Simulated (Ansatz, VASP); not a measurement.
# CdS: VASP beside Ansatz

```
CELL_PARAMETERS angstrom
0.00000 2.99255 2.99255
2.99255 0.00000 2.99255
2.99255 2.99255 0.00000
ATOMIC_POSITIONS crystal
Cd 0.00000 0.00000 0.00000
S 0.25000 0.25000 0.25000
```

Alike in both runs: task single point; functional PBE; k mesh 8 × 8 × 8; occupations gaussian, width 0.02 eV; no spin polarisation.

|  | VASP | Ansatz |
| --- | --- | --- |
| version | VASP 6.6.1 | Ansatz 0.2.0 |
| potentials or method | VASP PAW PBE potentials, release 64 (Cd, S) | scalar-relativistic, plane waves, PAW |
| plane-wave cutoff (eV) | 520 | 420 |
| valence electrons in the cell | 18 | 26 |

Ansatz gave:

| Item | Value |
| --- | --- |
| gap on the k mesh at the Fermi level (eV) | 0.98 |
| least direct gap on the mesh (eV) | 0.98 |
| pressure (GPa) | -1.5 |

Question: What did VASP give for the same quantities?

Answer: gap on the k mesh at the Fermi level (eV): 0.98; least direct gap on the mesh (eV): 0.98; pressure (GPa): -1.2.

The two sets of potentials don't hold the same shells in valence.

Expect the measured gap to be larger: semilocal functionals such as PBE lack the derivative discontinuity.
